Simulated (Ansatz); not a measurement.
# Cu: the cost of one run

Computed with Ansatz 0.2.0 (DFT PBE, scalar-relativistic, plane waves, PAW, unless a step's input says otherwise).

1 further run of the same task is left out (set aside as unsound or not needed).

## 1. The structure to begin with

It takes space group P6_3/mmc (No. 194, hexagonal). Conventional cell: a = 2.568 Å, b = 2.568 Å, c = 4.194 Å, α = 90.00°, β = 90.00°, γ = 120.00°. Around Cu (site symmetry -6m2) lie 12 Cu at 2.57 Å.

Structure file:

```xyz
2
Lattice="2.5680 0.0000 0.0000 -1.2840 2.2240 0.0000 0.0000 0.0000 4.1935" Properties=species:S:1:pos:R:3 pbc="T T T"
Cu    0.0000    1.4826    1.0484
Cu    1.2840    0.7413    3.1451
```

It goes back to an entry of the Materials Project, which need not be the stable form.

This cell was relaxed beforehand with the same method: volume 11.97 Å³/atom, gap on the mesh none (metal).

## 2. Bulk reference on the slab's mesh

input.yaml

```yaml
crystal:
  lattice:
    - [2.5680103728, 0.0, 0.0]
    - [-1.2840051864, 2.22396222, 0.0]
    - [0.0, 0.0, 4.1935281578]
  atoms:
    - { symbol: Cu, position: [0.3333333333, 0.6666666667, 0.25] }
    - { symbol: Cu, position: [0.6666666667, 0.3333333333, 0.75] }
basis:
  ecutwfc: 420
kpoints:
  mp_grid: { grid: [15, 15, 8] }
hamiltonian:
  xc: pbe
scf:
  occupations: { method: gaussian, width: 0.1 }
output:
  forces: true
  stress: true
  eigenvalues: true
  write_density: true
  write_potential: true
  elf: true
  volumetric_format: npy
```

Launch:

```bash
$ ansatz run input.yaml --threads 1 --pin off --max-ram 2560MiB --backend cpu --events-out ev --progress --plain --runs-dir out
```

**Question.** How long does this run take on 1 thread of Intel Xeon Platinum 8259CL at 2.50GHz (Skylake/Cascade Lake), shared host, and how much memory does it need?

About 7.3 s, with a peak of 0.4 GiB.
